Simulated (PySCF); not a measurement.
Several species in one continuum solvent.

Computed with PySCF at PBE0/pcSseg-1, non-relativistic, each on one gas-phase PBE0-D3(BJ)/def2-SVP geometry that isn't relaxed in the solvent. The solvent is an IEF-PCM continuum (van der Waals radii × 1.2). Specific hydrogen bonds and non-electrostatic terms are outside this model.

Question: Order them by E(solvent) − E(gas) in dimethylsulfoxide (ε = 46.83), most negative first (kcal/mol).
A. `[N:1]#[C:2][SiH2:3][OH:4]` with C2–Si3–O4–H 58°
B. `c1cc[nH+]cc1`
C. `C1=C[O][AlH2-][O+]=C1`

Answer: B (-57.9), A (-7.5), C (-6.3).

```tsv
SMILES	charge	ΔE (kcal/mol)	polarisation term (kcal/mol)	HOMO shift (eV)	dipole gas (D)	dipole solvent (D)	atoms
c1cc[nH+]cc1	1	-57.9	-58.6	+4.57	–	–	12
N#C[SiH2]O	0	-7.5	-8.7	+0.27	3.03	3.81	7
C1=C[O][AlH2-][O+]=C1	0	-6.3	-7.4	+0.02	4.29	5.42	11
```

The ion comes first with 57.9 kcal/mol, the neutral species gain 7.5 at most. The polarisation term is half the interaction of the solute with the induced surface charges. No dipole is given for ions, as it depends on the origin.
